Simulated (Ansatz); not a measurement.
Crystal: SiNi.

```
Ni Si
1.0
     5.17310    0.00000    0.00000
     0.00000    3.33810    0.00000
     0.00000    0.00000    5.60490
Ni Si
4 4
Direct
  0.99221 0.75000 0.81248
  0.50779 0.25000 0.31248
  0.49221 0.75000 0.68752
  0.00779 0.25000 0.18752
  0.67872 0.25000 0.91750
  0.82128 0.75000 0.41750
  0.17872 0.25000 0.58250
  0.32128 0.75000 0.08250
```

- Program: Ansatz 0.2.0
- Task: relaxation of cell and atoms
- Functional: PBEsol
- Dispersion: D3(BJ)
- Potentials or basis: Ansatz PAW
- Cutoff: 420 eV (not typed: the program's choice for these potentials)
- k mesh: 5 × 8 × 5
- Occupations: fermi-dirac, width 0.05 eV
- Spin: collinear spin, ferromagnetic start
- Starting moments: [1.0, 1.0, 1.0, 1.0, 0.0, 0.0, 0.0, 0.0] μB

At the start: volume 12.10 Å³/atom.

Problem. Where does the relaxation end?

Solution. It ends after 6 steps and the volume is 11.44 Å³/atom (-5.4 %); space group Pnma (No. 62, to 0.05 Å); moment 0.00 μB per cell.

Step by step:
```tsv
step	energy change (eV)	largest force (eV/Å)	volume (Å³)
1	0.0000	0.0778	96.79
2	-0.1451	0.1023	93.80
3	-0.1847	0.0655	91.20
4	-0.1861	0.0265	91.52
5	-0.1863	0.0079	91.54
6	-0.1848	0.0079	91.54
```

Final structure:
```
Ni Si
1.0
     5.01831    0.00000    0.00000
     0.00000    3.35675    0.00000
     0.00000    0.00000    5.43425
Ni Si
4 4
Cartesian
  4.9637 2.5176 4.4244
  2.5637 0.8392 1.7073
  2.4546 2.5176 3.7269
  0.0546 0.8392 1.0098
  3.3980 0.8392 4.9460
  4.1295 2.5176 2.2289
  0.8888 0.8392 3.2054
  1.6203 2.5176 0.4883
```

The cell as given is a measured one (12.10 Å³/atom); PBEsol+D3(BJ) puts the equilibrium volume -5.4 % from it, thermal expansion not counted.

Caveat: the plane-wave basis is chosen anew once the cell has moved, so the energies of steps on either side of that aren't comparable; pairwise dispersion overbinds metals, which lowers pressure and volume; the PAW data sets come from PBE, with cores solved anew for the run's functional, which leaves a small shift of forces and pressure; the starting moments weren't kept.
